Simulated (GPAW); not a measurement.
# ZrS2 (P-3m1) in GPAW: notebook

Aim: see how the results for ZrS2 move with the level of theory and the settings. Levels: PBE, BLYP. Tasks: one-shot levels of the hybrid HSE06, band structure.

Program: GPAW 26.7.0. These are calculated values, not measurements. Logs are shortened: lines on timing, memory, paths and dates and some standing lists are left out, and cuts for length are marked. The log counts tension as positive stress, the text compression.

**Experimental background.**

From “Stress-Tuned Optical Transitions in Layered 1T-MX2 (M= Hf, Zr, Sn; X= S, Se) Crystals”, 2022, arxiv:2210.12074, for a bulk crystal of ZrS2: band gap 1.68 eV (indirect).

The results are compared with them further down.

## 1. The structure

The structure is trigonal, space group P-3m1 (No. 164). Conventional cell: a = 3.691 Å, b = 3.691 Å, c = 6.041 Å, α = 90.00°, β = 90.00°, γ = 120.00°. Zr (site symmetry -3m) is surrounded by 6 S at 2.57 Å. Around S (site symmetry 3m) lie 3 Zr at 2.57 Å.

The cell is a database's computed one.

## 2. One-shot levels of the hybrid HSE06, PBE

The input, run.py:

```python
import numpy as np
from ase.dft.bandgap import bandgap
from ase.io import read, write
from ase.units import GPa
from gpaw import GPAW, PW
from gpaw.hybrids import NonSelfConsistentHybridXCCalculator
from gpaw.hybrids.energy import non_self_consistent_energy

atoms = read('ZrS2.xyz')

calc = GPAW(mode=PW(500),
            xc='PBE',
            kpts={'size': (5, 5, 3), 'gamma': True},
            occupations={'name': 'fermi-dirac', 'width': 0.05},
            nbands=26,
            convergence={'density': 1e-05, 'energy': 1e-05, 'bands': 22, 'eigenstates': 1e-07},
            maxiter=150,
            txt='gpaw.txt')
atoms.calc = calc
energy = atoms.get_potential_energy()
forces = atoms.get_forces()
stress = atoms.get_stress()
calc.write('gs.gpw')
write('result.traj', atoms)
print(f'Energy: {energy:.6f} eV')
print('Forces (eV/A):')
print(forces.round(4))
print('Stress (GPa):', (stress / GPa).round(3))
print('Fermi level:', round(calc.get_fermi_level(), 4), 'eV')
print(f'Gap: {bandgap(calc)[0]:.4f} eV, direct: {bandgap(calc, direct=True)[0]:.4f} eV')

for xc in ['HSE06', 'PBE0', 'EXX']:
    e = non_self_consistent_energy(calc, xc).sum()
    print(f'{xc} energy on these orbitals: {e:.6f} eV')
    nsc = NonSelfConsistentHybridXCCalculator.from_dft_calculation(
        calc.dft, xc, log=f'levels-{xc}.txt')
    dft_skn, hyb_skn = nsc.calculate(calc.dft.ibzwfs, 0, 22)
    np.savetxt(f'levels-{xc}.dat', hyb_skn.reshape((-1, hyb_skn.shape[-1])), fmt='%.4f')
```

The input, ZrS2.xyz:

```xyz
3
Lattice="3.6913825498 0.0000000000 0.0000000000 -1.8456912749 3.1968310632 0.0000000000 0.0000000000 0.0000000000 6.0410770100" Properties=species:S:1:pos:R:3 pbc="T T T"
Zr     0.0000000000      0.0000000000      0.0000000000
S     -0.0000000002      2.1312207089      1.4372324502
S      1.8456912751      1.0656103543      4.6038445598
```

Potentials or basis: GPAW PAW data sets (gpaw-data 1.2.1), pw.

Run with:

```bash
$ OMP_NUM_THREADS=1 python run.py
```

gpaw.txt:

```text
__  _  _
 | _ |_)|_||  |
 |__||  | ||/\| - 26.7.0

Input parameters:
  mode=PW(ecut=500.0),
  convergence={'density': 1e-05, 'energy': 1e-05, 'bands': 22, 'eigenstates': 1e-07},
  kpts=MonkhorstPack(size=(5, 5, 3), gamma=True),
  maxiter=150,
  nbands=26,
  occupations=Occupations(name='fermi-dirac', width=0.05),
  xc=XC(name='PBE')

Diagonalizing LCAO Hamiltonian
Converting LCAO to pw mode

            S

        S

       Zr

Atoms  # Å, Bohr magnetons
|   | symbol |         x |        y |        z |    initial magnetic moments |
|---|--------|-----------|----------|----------|-----------------------------|
| 0 |     Zr |  0.000000 | 0.000000 | 0.000000 | ( 0.0000,  0.0000,  0.0000) |
| 1 |      S | -0.000000 | 2.131221 | 1.437232 | ( 0.0000,  0.0000,  0.0000) |
| 2 |      S |  1.845691 | 1.065610 | 4.603845 | ( 0.0000,  0.0000,  0.0000) |

Unit cell  # Å
| periodic |         x |        y |        z |  lengths |     angles |
|----------|-----------|----------|----------|----------|------------|
|      yes |  3.691383 | 0.000000 | 0.000000 | 3.691383 |  90.000000 |
|      yes | -1.845691 | 3.196831 | 0.000000 | 3.691383 |  90.000000 |
|      yes |  0.000000 | 0.000000 | 6.041077 | 6.041077 | 120.000000 |

Number of symmetries: 12
Symmetry operations  # r_c * U_cc + t_c -> r_c
|    | kind |            matrix            |
|----|------|------------------------------|
|  0 |  σ   |  1, 1, 0,  0,-1, 0,  0, 0, 1 |
|  1 |  S6  |  1, 1, 0, -1, 0, 0,  0, 0,-1 |
|  2 |  E   |  1, 0, 0,  0, 1, 0,  0, 0, 1 |
|  3 |  C2  |  1, 0, 0, -1,-1, 0,  0, 0,-1 |
|  4 |  C2  |  0, 1, 0,  1, 0, 0,  0, 0,-1 |
|  5 |  C3  |  0, 1, 0, -1,-1, 0,  0, 0, 1 |
|  6 |  S6  |  0,-1, 0,  1, 1, 0,  0, 0,-1 |
|  7 |  σ   |  0,-1, 0, -1, 0, 0,  0, 0, 1 |
|  8 |  σ   | -1, 0, 0,  1, 1, 0,  0, 0, 1 |
|  9 |  i   | -1, 0, 0,  0,-1, 0,  0, 0,-1 |
| 10 |  C3  | -1,-1, 0,  1, 0, 0,  0, 0, 1 |
| 11 |  C2  | -1,-1, 0,  0, 1, 0,  0, 0,-1 |

BZ-sampling:
  Number of BZ points: 75
  Number of IBZ points: 12

  Monkhorst-Pack size: [5, 5, 3]
  Monkhorst-Pack shift: [0, 0, 0]

K-points  # in reciprocal-cell coordinates
|     |                                coordinates |     weight |
|-----|--------------------------------------------|------------|
|   0 | (  0.00000000,   0.00000000,   0.00000000) | 0.01333333 |
|   1 | (  0.00000000,   0.00000000,   0.33333333) | 0.02666667 |
|   2 | (  0.20000000,   0.00000000,  -0.33333333) | 0.08000000 |
|   3 | (  0.20000000,   0.00000000,   0.00000000) | 0.08000000 |
|   4 | (  0.20000000,   0.00000000,   0.33333333) | 0.08000000 |
|   5 | (  0.40000000,  -0.20000000,   0.00000000) | 0.08000000 |
|   6 | (  0.40000000,  -0.20000000,   0.33333333) | 0.16000000 |
|   7 | (  0.40000000,   0.00000000,  -0.33333333) | 0.08000000 |
|   8 | (  0.40000000,   0.00000000,   0.00000000) | 0.08000000 |
|   9 | (  0.40000000,   0.00000000,   0.33333333) | 0.08000000 |
| ... |                                            |            |
|  11 | (  0.40000000,   0.40000000,   0.33333333) | 0.16000000 |

Plane wave coefficients: 1820
Cutoff: 500.0 eV

Spin-components: 1 (collinear spins)
Bands:           26
Projectors:      16
Spin-degeneracy: 2
Datatype:        complex128

Parallelization:
  kpt:    1
  domain: 1
  band:   1

Density:
  Valence electrons: 24.0
  Components: 1
  Grid points: [20 20 32]
  Charge: 0.0  # |e|

Potential:
  Grid points: [20 20 32]

species:
  Zr:
    name:    Zirconium
    Z:       40.0
    valence: 12
    core:    28
    charge:  0.0  # [|e|]
    compensation charges:
      type: gauss
      rc: 0.40  # [Å]
      lmax: 2
    cutoffs:
      filter: 2.39  # [Å]
      core: 1.59  # [Å]
    projectors
    | kind |    occ | energy [eV] | rcut [Å] |
    |------|--------|-------------|----------|
    |   4s |  2.000 |     -54.478 |    1.323 |
    |   5s |  2.000 |      -4.438 |    1.323 |
    |   4p |  6.000 |     -32.467 |    1.334 |
    |   5p |  0.000 |      -1.470 |    1.334 |
    |   4d |  2.000 |      -3.600 |    1.244 |
    |    d |        |      23.611 |    1.244 |

    Using partial waves for Zr as LCAO basis

  S:
    name:    Sulfur
    Z:       16.0
    valence: 6
    core:    10
    charge:  0.0  # [|e|]
    compensation charges:
      type: gauss
      rc: 0.24  # [Å]
      lmax: 2
    cutoffs:
      filter: 1.77  # [Å]
      core: 1.66  # [Å]
    projectors
    | kind |    occ | energy [eV] | rcut [Å] |
    |------|--------|-------------|----------|
    |   3s |  2.000 |     -17.254 |    0.974 |
    |   3p |  4.000 |      -7.008 |    0.979 |
    |    s |        |       9.957 |    0.974 |
    |    p |        |      20.203 |    0.979 |
    |    d |        |       0.000 |    0.900 |

    Using partial waves for S as LCAO basis

Reference energy: -119608.811030  # eV

eigensolver:
  PPCG
  Converge bands: 22
  niter=2

density mixing:
  MSR1-Mixer
  Pratt-step length: 0.05
  Maximum mixing coefficient: 0.75
  Old densities: 10
  SVD Regularization: 0.005
  Good broyden scale: 1.0
  Trust region scale: 1.0
  Backstep threshold: 4.0
  History deletion threshold: 6.0
  Fourier metric: weight=20.0, sigma=0.015

occupation numbers:
  Fermi-Dirac:
    width: 0.0500  # eV

poisson solver:
  ecut: 4000.0  # eV

xc functional:
  name: PBE with 2 nearest neighbor stencil

convergence criteria:
- Maximum integral of absolute [dens]ity change: 1e-05 electrons / valence electron
- Maximum [total energy] change in last 3 cyles: 1e-05 eV / valence electron
- Maximum integral of absolute [eigenst]ate change: 1e-07 eV^2 / valence electron
maximum number of iterations: 150

SCF iterations
|iter     | |      energy | eigst |  dens |
|---------|-|-------------|-------|-------|
|iter:   1| |  -21.038973 | +1.69 |       |
|iter:   2| |  -20.859478 | +0.14 | -1.02 |
|iter:   3| |  -20.276954 | -0.74 | -1.07 |
|iter:   4| |  -20.270647 | -1.47 | -1.56 |
|iter:   5| |  -20.265454 | -2.10 | -1.81 |
|iter:   6| |  -20.264309 | -2.88 | -2.02 |
|iter:   7| |  -20.264322 | -4.67 | -3.27 |
|iter:   8| |  -20.264325c| -5.81 | -3.67 |
|iter:   9| |  -20.264325c| -6.96 | -4.69 |
|iter:  10| |  -20.264325c| -7.47c| -5.37c|

Converged in 10 steps
Energy contributions relative to reference atoms: (reference = -119608.811030)

Energy contributions:
  Kinetic:          17.755387
  Coulomb:         -21.364175
  Zero:              0.390975
  External:          0.000000
  Xc:              -17.046511
  Entropy:          -0.000002
  Spinorbit:         0.000000
  ----------------------------
  Free energy:     -20.264326
  Extrapolated:    -20.264325

dipole moment: (-6.736892, -11.668640, -22.050321)  # |e|*Ang

Fermi level: 5.060
Eigenvalues  # (at kpt = [0.000, 0.000, 0.000])
| band index |      eig [eV] | occ [0-2] |
|------------|---------------|-----------|
|          0 |       -44.465 |     2.000 |
|        ... |               |           |
|          4 |        -8.018 |     2.000 |
|          5 |        -6.624 |     2.000 |
|          6 |         0.356 |     2.000 |
|          7 |         1.787 |     2.000 |
|          8 |         1.787 |     2.000 |
|          9 |         4.463 |     2.000 |
[... 8 lines left out ...]
|         18 |        10.448 |     0.000 |
|         19 |        14.115 |     0.000 |
|        ... |               |           |
|         25 |        18.500 |     0.000 |

Gap: 1.153 eV
Transition (v -> c):
  (s=0, k=0, n=11, [0.00, 0.00, 0.00]) -> (s=0, k=7, n=12, [0.40, 0.00, -0.33])
Direct/indirect transitions are different
Direct gap: 1.619 eV
Transition at: (s=0, k=0, n=11, [0.00, 0.00, 0.00])

Forces  # eV/Ang
|        x |        y |        z |
|----------|----------|----------|
| -0.00000 |  0.00000 |  0.00000 |  # Zr   0
| -0.00000 | -0.00000 |  0.00161 |  # S    1
|  0.00000 |  0.00000 | -0.00161 |  # S    2

Stress tensor  # eV/Ang^3
|        x |         y |         z |
|----------|-----------|-----------|
| 0.000790 |  0.000000 |  0.000000 |
| 0.000000 |  0.000790 | -0.000000 |
| 0.000000 | -0.000000 | -0.003984 |

# Writing to gs.gpw (mode='')
```

levels-HSE06.txt:

```text
IBZ(<points: 12, symmetries: 12>)
Occupied bands: 12
Calculating eigenvalues:
  k-points: 12
  Bands: 0-21 (inclusive)
HSE06-eigenvalue shifts:
  min: -3.318 eV
  ave: -0.473 eV
  max: 0.939 eV
```

It took 8.7 min on 1 thread of Arm Neoverse V1, shared host; peak memory 0.55 GiB.

What came out:

```
Free energy                            : -20.2643 eV
Pressure                               : 0.1 GPa
Band gap on the k mesh                 : 1.15 eV, indirect (least direct gap 1.62 eV)
Band gap of the one-shot hybrid        : 2.20 eV
Direct band gap of the one-shot hybrid : 2.85 eV
```

Stress tensor (GPa, compression positive):
```
-0.13  0.00  0.00
 0.00 -0.13  0.00
 0.00  0.00  0.64
```

Levels at points of the mesh, in eV from the valence-band top:
| k point | band 8 | band 9 | band 10 | band 11 | band 12 | band 13 | band 14 | band 15 | band 16 | band 17 |
| --- | --- | --- | --- | --- | --- | --- | --- | --- | --- | --- |
| (0.00, 0.00, 0.00) | -2.72 | -2.72 | -0.04 | -0.04 | 0.00 | 1.62 | 1.62 | 2.46 | 5.04 | 5.04 |

Band gaps from one-shot exact exchange on these states (eV): hse06 2.20, pbe0 2.87, hf 8.20

Caveat: the k mesh is coarse; the cutoff is short for stress and forces, so pressures can be off by a GPa or more; energy and the plain gap are those of the semilocal run; the hybrids' values are one shot on its orbitals and mesh; an odd mesh through Γ misses points on the zone boundary, where band edges often lie; this functional lacks dispersion, which binds the layers, so the pressure and a relaxed spacing across them are unreliable.

## 3. Band structure, BLYP

The input, run.py:

```python
from ase import Atoms
from ase.dft.bandgap import bandgap
from ase.io import write
from ase.units import GPa
from gpaw import GPAW, PW, setup_paths

setup_paths.insert(0, '.')

atoms = Atoms(['Zr', 'S', 'S'],
              cell=[[3.6913825498, 0.0, 0.0],
                    [-1.8456912749, 3.1968310632, 0.0],
                    [0.0, 0.0, 6.04107701]],
              scaled_positions=[[0.0, 0.0, 0.0],
                                [0.3333333333, 0.6666666667, 0.23790997],
                                [0.6666666667, 0.3333333333, 0.76209003]],
              pbc=True)

calc = GPAW(mode=PW(600),
            xc='BLYP',
            kpts={'size': (8, 8, 5), 'gamma': True},
            occupations={'name': 'fermi-dirac', 'width': 0.05},
            nbands=24,
            convergence={'density': 1e-05, 'energy': 1e-05},
            eigensolver='davidson',
            maxiter=150,
            txt='gpaw.txt')
atoms.calc = calc
energy = atoms.get_potential_energy()
forces = atoms.get_forces()
stress = atoms.get_stress()
calc.write('gs.gpw')
write('result.traj', atoms)
print(f'Energy: {energy:.6f} eV')
print('Forces (eV/A):')
print(forces.round(4))
print('Stress (GPa):', (stress / GPa).round(3))
print('Fermi level:', round(calc.get_fermi_level(), 4), 'eV')
print(f'Gap: {bandgap(calc)[0]:.4f} eV, direct: {bandgap(calc, direct=True)[0]:.4f} eV')

path = atoms.cell.bandpath('GMKGALHA,LM,KH', npoints=60, eps=1e-4)
bs_calc = calc.fixed_density(kpts=path, symmetry='off', nbands=39,
                             convergence={'bands': 'CBM+6.0', 'eigenstates': 1e-6}, txt='bands.txt')
bs = bs_calc.band_structure()
bs.write('bs.json')
print(f'Gap on the path: {bandgap(bs_calc)[0]:.4f} eV')
```

Potentials or basis: PAW data sets generated in the run's folder for this functional, pw.

Run with:

```bash
$ gpaw-setup -f BLYP S Zr
$ OMP_NUM_THREADS=1 python run.py
```

Run time: 73 s. Hardware: 1 thread of Intel Xeon Platinum 8488C (Sapphire Rapids), shared host; peak memory 0.34 GiB.

The run converged. Its results:

```yaml
Free_energy: -18.3762 eV
Pressure: 3.7 GPa
Largest_force: 0.214 eV/Å
Band_gap_on_the_k_mesh: 1.10 eV, indirect (least direct gap 1.64 eV)
Band_gap_along_the_path: 1.07 eV, indirect (least direct gap 1.64 eV)
```

Forces on the atoms (eV/Å):
```
Zr   0.000  0.000  0.000
S    0.000  0.000  0.214
S    0.000  0.000 -0.214
```

Stress tensor (GPa, compression positive):
```
3.84 0.00 0.00
0.00 3.84 0.00
0.00 0.00 3.28
```

Levels at the corners of the path, in eV from the valence-band top:
| point | band 9 | band 10 | band 11 | band 12 | band 13 | band 14 | band 15 | band 16 |
| --- | --- | --- | --- | --- | --- | --- | --- | --- |
| Γ | -2.75 | -0.09 | -0.09 | -0.05 | 1.59 | 1.59 | 2.42 | 4.97 |
| M | -2.43 | -2.30 | -1.62 | -1.14 | 1.23 | 3.19 | 3.46 | 5.62 |
| K | -3.19 | -1.93 | -1.93 | -1.38 | 2.21 | 3.16 | 3.16 | 4.95 |
| Γ | -2.75 | -0.09 | -0.09 | -0.05 | 1.59 | 1.59 | 2.42 | 4.97 |
| A | -2.72 | -1.57 | -0.19 | -0.19 | 1.57 | 1.57 | 2.75 | 5.25 |
| L | -2.54 | -2.17 | -0.95 | -0.76 | 1.07 | 3.18 | 3.46 | 5.24 |
| H | -2.98 | -1.80 | -1.72 | -1.72 | 2.29 | 2.92 | 2.92 | 5.46 |
| A | -2.72 | -1.57 | -0.19 | -0.19 | 1.57 | 1.57 | 2.75 | 5.25 |
| L | -2.54 | -2.17 | -0.95 | -0.76 | 1.07 | 3.18 | 3.46 | 5.24 |
| M | -2.43 | -2.30 | -1.62 | -1.14 | 1.23 | 3.19 | 3.46 | 5.62 |
| K | -3.19 | -1.93 | -1.93 | -1.38 | 2.21 | 3.16 | 3.16 | 4.95 |
| H | -2.98 | -1.80 | -1.72 | -1.72 | 2.29 | 2.92 | 2.92 | 5.46 |

Caveat: this functional lacks dispersion, which binds the layers, so the pressure and a relaxed spacing across them are unreliable.

## 4. How close it comes

Step 2. The gap isn't set beside the measured one, since this odd mesh misses points on the zone boundary.

Step 3. Measured gap of ZrS2: 1.68 eV (indirect; quoted in “Stress-Tuned Optical Transitions in Layered 1T-MX2 (M= Hf, Zr, Sn; X= S, Se) Crystals”, 2022, arxiv:2210.12074). This calculation gives 1.07 eV (-0.61 eV). Spin-orbit coupling on Zr is left out. The value is that of BLYP, without temperature or zero-point motion. Semilocal functionals fall short of measured gaps as a rule. The cell is a database's relaxed one, not the measured one, which moves gaps too.
